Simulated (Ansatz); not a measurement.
Method: Ansatz, DFT PBE, scalar-relativistic, plane waves, PAW. Settings: cutoff 420 eV, Γ-centred meshes spaced at most about 0.3 Å⁻¹ (2π included), Gaussian smearing. No spin polarisation in the final relaxations.

All energies are static (0 K, no zero-point motion). All come from trial cells, and lower structures may exist.

Question: Order these relaxed structures of PbSe by energy, lowest first, with the energy over the lowest of them.
A.

```
CELL_PARAMETERS angstrom
-2.01213 2.01213 7.46801
2.01213 -2.01213 7.46801
2.01213 2.01213 -7.46801
ATOMIC_POSITIONS crystal
Pb 0.04247 0.04247 0.00000
Pb 0.79247 0.29247 0.50000
Se 0.45753 0.45753 0.00000
Se 0.20753 0.70753 0.50000
```

B.

```
CELL_PARAMETERS angstrom
0.00000 3.10900 3.10900
3.10900 0.00000 3.10900
3.10900 3.10900 0.00000
ATOMIC_POSITIONS crystal
Pb 0.50000 0.50000 0.50000
Se 0.00000 0.00000 0.00000
```

Answer: B (0 meV/atom), A (120 meV/atom). Forms: B rock salt type, Fm-3m; A I4_1md. Counting Se atoms around Pb (those within 1.25 times the shortest such distance or 1.15 times the sum of covalent radii): B has Pb 6; A has Pb 6.

These runs have no spin–orbit coupling, which can matter for Pb. Cells relaxed within their symmetry can be saddle points. The Fm-3m cell of PbSe came from shaking the I4_1md one. The part of the Crystallography Open Database at hand lists PbSe in space group No. 225; sharing a group (Fm-3m) doesn't make a cell the listed structure. Some candidate types were left out of the draw beforehand, so a known form may be missing.
